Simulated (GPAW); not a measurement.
# CdSe (F-43m) in GPAW: further runs, part 2 of 3

GPAW 26.7.0.

## (3) Band structure, C09-vdW, spin-orbit coupling, no magnetisation

run.py reads:

```python
import numpy as np
import spglib
from ase import Atoms
from ase.dft.bandgap import bandgap
from ase.io import read, write
from gpaw import GPAW, PW
from gpaw.spinorbit import soc_eigenstates

atoms = read('CdSe.cif')
cell, positions, numbers = spglib.find_primitive(
    (atoms.cell[:], atoms.get_scaled_positions(), atoms.numbers), symprec=1e-4)
atoms = Atoms(numbers, cell=cell, scaled_positions=positions, pbc=True)

calc = GPAW(mode=PW(600),
            xc={'name': 'C09-vdW', 'backend': 'libvdwxc'},
            kpts={'size': (6, 6, 6), 'gamma': True},
            occupations={'name': 'fermi-dirac', 'width': 0.05},
            nbands=18,
            convergence={'density': 1e-05, 'energy': 1e-05},
            maxiter=150,
            txt='gpaw.txt')
atoms.calc = calc
energy = atoms.get_potential_energy()
forces = atoms.get_forces()
calc.write('gs.gpw')
write('result.traj', atoms)
print(f'Energy: {energy:.6f} eV')
print('Forces (eV/A):')
print(forces.round(4))
print('Fermi level:', round(calc.get_fermi_level(), 4), 'eV')
print(f'Gap: {bandgap(calc)[0]:.4f} eV, direct: {bandgap(calc, direct=True)[0]:.4f} eV')

path = atoms.cell.bandpath('GXWKGLUWLK,UX', npoints=80, eps=1e-4)
bs_calc = calc.fixed_density(kpts=path, symmetry='off', nbands=30,
                             convergence={'bands': 'CBM+6.0', 'eigenstates': 1e-6}, txt='bands.txt')
bs = bs_calc.band_structure()
bs.write('bs.json')
print(f'Gap on the path: {bandgap(bs_calc)[0]:.4f} eV')

soc = soc_eigenstates(bs_calc, theta=90, phi=0)
np.savetxt('soc_bands.dat', soc.eigenvalues(), fmt='%.4f')
mesh = soc_eigenstates('gs.gpw', theta=90, phi=0)
np.savetxt('soc_mesh.dat', mesh.eigenvalues(), fmt='%.4f')
print('Fermi level with spin-orbit coupling:', round(mesh.fermi_level, 4), 'eV')
```

CdSe.cif reads:

```cif
data_CdSe
_cell_length_a 6.14054240
_cell_length_b 6.14054240
_cell_length_c 6.14054240
_cell_angle_alpha 90.00000000
_cell_angle_beta 90.00000000
_cell_angle_gamma 90.00000000
_space_group_name_H-M_alt 'F-43m'
_space_group_name_Hall 'F -4 2 3'
_space_group_IT_number 216
loop_
_space_group_symop_operation_xyz
'x,y,z'
'y,-x,-z'
'-x,-y,z'
'-y,x,-z'
'x,-y,-z'
'y,x,z'
'-x,y,-z'
'-y,-x,z'
'z,x,y'
'-z,y,-x'
'z,-x,-y'
'-z,-y,x'
'-z,x,-y'
'z,y,x'
'-z,-x,y'
'z,-y,-x'
'y,z,x'
'-x,-z,y'
'-y,z,-x'
'x,-z,-y'
'-y,-z,x'
'x,z,y'
'y,-z,-x'
'-x,z,-y'
'x,y+1/2,z+1/2'
'y,-x+1/2,-z+1/2'
'-x,-y+1/2,z+1/2'
'-y,x+1/2,-z+1/2'
'x,-y+1/2,-z+1/2'
'y,x+1/2,z+1/2'
'-x,y+1/2,-z+1/2'
'-y,-x+1/2,z+1/2'
'z,x+1/2,y+1/2'
'-z,y+1/2,-x+1/2'
'z,-x+1/2,-y+1/2'
'-z,-y+1/2,x+1/2'
'-z,x+1/2,-y+1/2'
'z,y+1/2,x+1/2'
'-z,-x+1/2,y+1/2'
'z,-y+1/2,-x+1/2'
'y,z+1/2,x+1/2'
'-x,-z+1/2,y+1/2'
'-y,z+1/2,-x+1/2'
'x,-z+1/2,-y+1/2'
'-y,-z+1/2,x+1/2'
'x,z+1/2,y+1/2'
'y,-z+1/2,-x+1/2'
'-x,z+1/2,-y+1/2'
'x+1/2,y,z+1/2'
'y+1/2,-x,-z+1/2'
'-x+1/2,-y,z+1/2'
'-y+1/2,x,-z+1/2'
'x+1/2,-y,-z+1/2'
'y+1/2,x,z+1/2'
'-x+1/2,y,-z+1/2'
'-y+1/2,-x,z+1/2'
'z+1/2,x,y+1/2'
'-z+1/2,y,-x+1/2'
'z+1/2,-x,-y+1/2'
'-z+1/2,-y,x+1/2'
'-z+1/2,x,-y+1/2'
'z+1/2,y,x+1/2'
'-z+1/2,-x,y+1/2'
'z+1/2,-y,-x+1/2'
'y+1/2,z,x+1/2'
'-x+1/2,-z,y+1/2'
'-y+1/2,z,-x+1/2'
'x+1/2,-z,-y+1/2'
'-y+1/2,-z,x+1/2'
'x+1/2,z,y+1/2'
'y+1/2,-z,-x+1/2'
'-x+1/2,z,-y+1/2'
'x+1/2,y+1/2,z'
'y+1/2,-x+1/2,-z'
'-x+1/2,-y+1/2,z'
'-y+1/2,x+1/2,-z'
'x+1/2,-y+1/2,-z'
'y+1/2,x+1/2,z'
'-x+1/2,y+1/2,-z'
'-y+1/2,-x+1/2,z'
'z+1/2,x+1/2,y'
'-z+1/2,y+1/2,-x'
'z+1/2,-x+1/2,-y'
'-z+1/2,-y+1/2,x'
'-z+1/2,x+1/2,-y'
'z+1/2,y+1/2,x'
'-z+1/2,-x+1/2,y'
'z+1/2,-y+1/2,-x'
'y+1/2,z+1/2,x'
'-x+1/2,-z+1/2,y'
'-y+1/2,z+1/2,-x'
'x+1/2,-z+1/2,-y'
'-y+1/2,-z+1/2,x'
'x+1/2,z+1/2,y'
'y+1/2,-z+1/2,-x'
'-x+1/2,z+1/2,-y'
loop_
_atom_site_label
_atom_site_type_symbol
_atom_site_symmetry_multiplicity
_atom_site_Wyckoff_symbol
_atom_site_fract_x
_atom_site_fract_y
_atom_site_fract_z
_atom_site_occupancy
Cd1 Cd 4 a 0.0000000000 0.0000000000 0.0000000000 1
Se1 Se 4 d 0.2500000000 0.2500000000 0.7500000000 1
```

Potentials or basis: GPAW PAW data sets (gpaw-data 1.2.1), pw.

Started as:

```console
> OMP_NUM_THREADS=1 python run.py
```

gpaw.txt:

```text
__  _  _
 | _ |_)|_||  |
 |__||  | ||/\| - 26.7.0

Input parameters:
  mode=PW(ecut=600.0),
  convergence={'density': 1e-05, 'energy': 1e-05},
  kpts=MonkhorstPack(size=(6, 6, 6), gamma=True),
  maxiter=150,
  nbands=18,
  occupations=Occupations(name='fermi-dirac', width=0.05),
  xc=XC(name='C09-vdW', backend='libvdwxc')

Diagonalizing LCAO Hamiltonian
Converting LCAO to pw mode

                     Se

       Cd

Atoms  # Å, Bohr magnetons
|   | symbol |        x |        y |        z |    initial magnetic moments |
|---|--------|----------|----------|----------|-----------------------------|
| 0 |     Cd | 0.000000 | 0.000000 | 0.000000 | ( 0.0000,  0.0000,  0.0000) |
| 1 |     Se | 4.605407 | 4.605407 | 4.605407 | ( 0.0000,  0.0000,  0.0000) |

Unit cell  # Å
| periodic |        x |        y |        z |  lengths |    angles |
|----------|----------|----------|----------|----------|-----------|
|      yes | 0.000000 | 3.070271 | 3.070271 | 4.342019 | 60.000000 |
|      yes | 3.070271 | 0.000000 | 3.070271 | 4.342019 | 60.000000 |
|      yes | 3.070271 | 3.070271 | 0.000000 | 4.342019 | 60.000000 |

Number of symmetries: 24
Symmetry operations  # r_c * U_cc + t_c -> r_c
|    | kind |            matrix            |
|----|------|------------------------------|
|  0 |  E   |  1, 0, 0,  0, 1, 0,  0, 0, 1 |
|  1 |  σ   |  1, 0, 0,  0, 0, 1,  0, 1, 0 |
|  2 |  σ   |  1, 0,-1,  0, 1,-1,  0, 0,-1 |
|  3 |  C3  |  1, 0,-1,  0, 0,-1,  0, 1,-1 |
|  4 |  C3  |  1,-1, 0,  0,-1, 1,  0,-1, 0 |
|  5 |  σ   |  1,-1, 0,  0,-1, 0,  0,-1, 1 |
|  6 |  σ   |  0, 1, 0,  1, 0, 0,  0, 0, 1 |
[... 128 lines left out ...]
  Trust region scale: 1.0
  Backstep threshold: 4.0
  History deletion threshold: 6.0
  Fourier metric: weight=20.0, sigma=0.015

occupation numbers:
  Fermi-Dirac:
    width: 0.0500  # eV

poisson solver:
  ecut: 4800.0  # eV

xc functional:
  name: vdW-C09 with libvdwxc
  Mode: serial
  Semilocal: GGA_X_C09X+LDA_C_PW with 2 nearest neighbor stencil
  Corresponding non-local functional: vdW-DF
  Local blocksize: 50 x 50 x 50
  PAW datasets: PBE

convergence criteria:
[... 6 lines left out ...]
|iter     | |      energy | eigst |  dens |
|---------|-|-------------|-------|-------|
|iter:   1| |   75.084967 | -0.62 |       |
|iter:   2| |   75.158872 | -2.42 | -1.19 |
|iter:   3| |   75.423394 | -1.65 | -1.23 |
|iter:   4| |   75.424684 | -3.47 | -1.81 |
|iter:   5| |   75.424981 | -3.93 | -2.27 |
|iter:   6| |   75.424963 | -5.51 | -3.08 |
|iter:   7| |   75.424961c| -6.74 | -3.57 |
|iter:   8| |   75.424961c| -7.60c| -4.54 |
|iter:   9| |   75.424961c| -7.87c| -4.95 |
|iter:  10| |   75.424961c| -8.48c| -5.92c|

Converged in 10 steps
Energy contributions relative to reference atoms: (reference = -218276.650467)

Energy contributions:
  Kinetic:          18.596778
  Coulomb:         -16.963952
  Zero:             -0.044875
  External:          0.000000
  Xc:               73.837068
  Entropy:          -0.000114
  Spinorbit:         0.000000
  ----------------------------
  Free energy:      75.424904
  Extrapolated:     75.424961

dipole moment: (-16.903165, -16.903165, -16.903165)  # |e|*Ang

Fermi level: 3.469
Eigenvalues  # (at kpt = [0.000, 0.000, 0.000])
| band index |      eig [eV] | occ [0-2] |
|------------|---------------|-----------|
|          0 |        -9.227 |     2.000 |
|          1 |        -4.617 |     2.000 |
|          2 |        -4.617 |     2.000 |
|          3 |        -4.617 |     2.000 |
|          4 |        -4.272 |     2.000 |
|          5 |        -4.272 |     2.000 |
[... 10 lines left out ...]
|         16 |        15.053 |     0.000 |
|         17 |        15.053 |     0.000 |

Gap: 0.440 eV
Transition (v -> c):
  (s=0, k=0, n=8, [0.00, 0.00, 0.00]) -> (s=0, k=0, n=9, [0.00, 0.00, 0.00])
No difference between direct/indirect transitions

Forces  # eV/Ang
|        x |        y |       z |
|----------|----------|---------|
|  0.00000 | -0.00000 | 0.00000 |  # Cd   0
| -0.00000 |  0.00000 | 0.00000 |  # Se   1

# Writing to gs.gpw (mode='')
```

stdout:

```text
Energy: 75.424961 eV
Forces (eV/A):
[[ 0. -0.  0.]
 [-0.  0.  0.]]
Fermi level: 3.4692 eV
Gap: 0.4398 eV, direct: 0.4398 eV
Gap on the path: 0.4398 eV
Fermi level with spin-orbit coupling: 3.5228 eV
```

Run time: 39 s. Hardware: 1 thread of Arm Neoverse V2, shared host; peak memory 0.33 GiB.

Results:

```
Free energy             : 75.4249 eV
Band gap on the k mesh  : 0.31 eV, direct
Band gap along the path : 0.31 eV, direct
```

Levels at the corners of the path, in eV from the valence-band top:
| point | band 14 | band 15 | band 16 | band 17 | band 18 | band 19 | band 20 | band 21 | band 22 | band 23 |
| --- | --- | --- | --- | --- | --- | --- | --- | --- | --- | --- |
| Γ | -0.38 | 0.00 | 0.00 | 0.00 | 0.00 | 0.31 | 0.31 | 5.44 | 5.44 | 5.88 |
| X | -4.10 | -1.98 | -1.98 | -1.84 | -1.84 | 2.91 | 2.91 | 3.54 | 3.54 | 8.68 |
| W | -3.93 | -2.41 | -2.25 | -2.23 | -2.22 | 4.65 | 4.84 | 4.94 | 4.98 | 6.05 |
| K | -3.97 | -2.62 | -2.53 | -1.58 | -1.58 | 3.47 | 3.48 | 4.83 | 4.94 | 7.86 |
| Γ | -0.38 | 0.00 | 0.00 | 0.00 | 0.00 | 0.31 | 0.31 | 5.44 | 5.44 | 5.88 |
| L | -4.39 | -0.97 | -0.97 | -0.72 | -0.72 | 2.14 | 2.14 | 6.13 | 6.13 | 6.31 |
| U | -3.97 | -2.62 | -2.53 | -1.58 | -1.58 | 3.47 | 3.48 | 4.83 | 4.94 | 7.86 |
| W | -3.93 | -2.41 | -2.25 | -2.23 | -2.22 | 4.65 | 4.84 | 4.94 | 4.98 | 6.05 |
| L | -4.39 | -0.97 | -0.97 | -0.72 | -0.72 | 2.14 | 2.14 | 6.13 | 6.13 | 6.31 |
| K | -3.97 | -2.62 | -2.53 | -1.58 | -1.58 | 3.47 | 3.48 | 4.83 | 4.94 | 7.86 |
| U | -3.97 | -2.62 | -2.53 | -1.58 | -1.58 | 3.47 | 3.48 | 4.83 | 4.94 | 7.86 |
| X | -4.10 | -1.98 | -1.98 | -1.84 | -1.84 | 2.91 | 2.91 | 3.54 | 3.54 | 8.68 |

Caveat: spin-orbit coupling was added after a scalar SCF, so levels and gaps hold it while energy, forces, pressure and moments don't; this program's spin-orbit splittings come out too wide for heavy elements; the PAW data sets were made with another functional, which shifts forces and pressure a little.

## (4) Band structure, MS2, spin-orbit coupling, no magnetisation

Edit run.py of step 3 so:

```diff
@@ -1,6 +1,5 @@
 import numpy as np
-import spglib
-from ase import Atoms
 from ase.dft.bandgap import bandgap
 from ase.io import read, write
+from ase.units import GPa
 from gpaw import GPAW, PW
@@ -8,9 +7,6 @@
 
-atoms = read('CdSe.cif')
-cell, positions, numbers = spglib.find_primitive(
-    (atoms.cell[:], atoms.get_scaled_positions(), atoms.numbers), symprec=1e-4)
-atoms = Atoms(numbers, cell=cell, scaled_positions=positions, pbc=True)
+atoms = read('CdSe.xyz')
 
 calc = GPAW(mode=PW(600),
-            xc={'name': 'C09-vdW', 'backend': 'libvdwxc'},
+            xc='MGGA_X_MS2+GGA_C_REGTPSS',
             kpts={'size': (6, 6, 6), 'gamma': True},
@@ -24,2 +20,3 @@
 forces = atoms.get_forces()
+stress = atoms.get_stress()
 calc.write('gs.gpw')
@@ -29,2 +26,3 @@
 print(forces.round(4))
+print('Stress (GPa):', (stress / GPa).round(3))
 print('Fermi level:', round(calc.get_fermi_level(), 4), 'eV')
@@ -39,5 +37,5 @@
 
-soc = soc_eigenstates(bs_calc, theta=90, phi=0)
+soc = soc_eigenstates(bs_calc, theta=54.7, phi=45, ignore_xc_potential=True)
 np.savetxt('soc_bands.dat', soc.eigenvalues(), fmt='%.4f')
-mesh = soc_eigenstates('gs.gpw', theta=90, phi=0)
+mesh = soc_eigenstates('gs.gpw', theta=54.7, phi=45, ignore_xc_potential=True)
 np.savetxt('soc_mesh.dat', mesh.eigenvalues(), fmt='%.4f')
```

CdSe.xyz reads:

```xyz
2
Lattice="0.0000000000 3.0702711986 3.0702711986 3.0702711986 0.0000000000 3.0702711986 3.0702711986 3.0702711986 0.0000000000" Properties=species:S:1:pos:R:3 pbc="T T T"
Cd     0.0000000000      0.0000000000      0.0000000000
Se     1.5351355993      1.5351355993      1.5351355993
```

Started as:

```console
> OMP_NUM_THREADS=1 python run.py
```

It took 1.9 min on 1 thread of Arm Neoverse V2, shared host; peak memory 0.43 GiB.

It converged, with:

```yaml
Free_energy: -0.3908 eV
Pressure: -0.7 GPa
Band_gap_on_the_k_mesh: 0.77 eV, direct
Band_gap_along_the_path: 0.77 eV, direct
```

Levels at the corners of the path, in eV from the valence-band top:
| point | band 16 | band 17 | band 18 | band 19 | band 20 | band 21 |
| --- | --- | --- | --- | --- | --- | --- |
| Γ | 0.00 | 0.00 | 0.00 | 0.77 | 0.77 | 5.79 |
| X | -1.98 | -1.84 | -1.84 | 3.21 | 3.21 | 3.91 |
| W | -2.23 | -2.21 | -2.20 | 5.03 | 5.19 | 5.23 |
| K | -2.51 | -1.58 | -1.58 | 3.82 | 3.82 | 5.16 |
| Γ | 0.00 | 0.00 | 0.00 | 0.77 | 0.77 | 5.79 |
| L | -0.96 | -0.73 | -0.73 | 2.56 | 2.56 | 6.47 |
| U | -2.51 | -1.58 | -1.58 | 3.82 | 3.82 | 5.16 |
| W | -2.23 | -2.21 | -2.20 | 5.03 | 5.19 | 5.23 |
| L | -0.96 | -0.73 | -0.73 | 2.56 | 2.56 | 6.47 |
| K | -2.51 | -1.58 | -1.58 | 3.82 | 3.82 | 5.16 |
| U | -2.51 | -1.58 | -1.58 | 3.82 | 3.82 | 5.16 |
| X | -1.98 | -1.84 | -1.84 | 3.21 | 3.21 | 3.91 |

Caveat: spin-orbit coupling was added after a scalar SCF, so levels and gaps hold it while energy, forces, pressure and moments don't; this program's spin-orbit splittings come out too wide for heavy elements; the PAW data sets were made with another functional, which shifts forces and pressure a little.

(Part 2 of 3 ends here.)
